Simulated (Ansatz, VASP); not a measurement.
**Two plane-wave programs on Ni**

```xyz
1
Lattice="0.0000 1.7591 1.7591 1.7591 0.0000 1.7591 1.7591 1.7591 0.0000" Properties=species:S:1:pos:R:3 pbc="T T T"
Ni    0.0000    0.0000    0.0000
```

Alike in both runs: task single point; functional PBE; k mesh 20 × 20 × 20; occupations gaussian, width 0.05 eV; collinear spin.

|  | VASP | Ansatz |
| --- | --- | --- |
| version | VASP 6.6.1 | Ansatz 0.2.0 |
| potentials or method | VASP PAW PBE potentials, release 64 (Ni) | scalar-relativistic, plane waves, PAW |
| plane-wave cutoff (eV) | 520 | 420 |
| valence electrons in the cell | 10 | 18 |

Ansatz gave:

* gap on the k mesh at the Fermi level (eV): none
* pressure (GPa): 0.0
* net moment per atom (μB): 0.64
* size of the moment on the site where the two differ most (μB): 0.68

Question: Which values does VASP return?

Answer: gap on the k mesh at the Fermi level (eV): none; pressure (GPa): -0.1; net moment per atom (μB): 0.63; size of the moment on the site where the two differ most (μB): 0.64.

Site moments also hang on the region over which each program counts them. A gap of «none» marks a metal or a gap that the smearing closes. The two sets of potentials don't hold the same shells in valence.
